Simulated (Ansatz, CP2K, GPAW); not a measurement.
## In: 3 runs at one level of theory

```
In
1.0
     3.37691    0.00000    0.00000
     0.24723    3.36784    0.00000
    -1.81207   -1.68392    2.29876
In
1
Cartesian
  0.0000 0.0000 0.0000
```

Alike in all runs: task single point; functional RPBE; k mesh 11 × 11 × 11; occupations gaussian, width 0.02 eV; no spin polarisation; no spin-orbit coupling. Pressure is positive in compression and, in plane waves, holds the error of the finite cutoff.

```json
{"program and potentials": "CP2K, POTENTIAL_UZH In GTH-PBE-q13; TZVP-MOLOPT-PBE-GTH basis", "plane-wave cutoff (eV)": "-", "notes": "atomic basis; potentials made for PBE", "pressure (GPa)": "3.73"}
{"program and potentials": "GPAW, the program's PAW data sets (release 1.2.1) made for this functional", "plane-wave cutoff (eV)": "600", "notes": "-", "pressure (GPa)": "3.33"}
{"program and potentials": "Ansatz, all-electron LAPW, scalar-relativistic", "plane-wave cutoff (eV)": "-", "notes": "-", "pressure (GPa)": "3.71"}
```

The pressure spans 3.33 (GPAW, the program's PAW data sets (release 1.2.1) made for this functional) to 3.73 GPa (CP2K, POTENTIAL_UZH In GTH-PBE-q13; TZVP-MOLOPT-PBE-GTH basis), with all-electron results at 3.71. Rows in atomic bases carry the error of their basis and grid, which can be large.

Differences between rows come from potentials, basis sets and numerical settings, since the functional is the same but for its coding. Runs on potential files found faulty are left out.
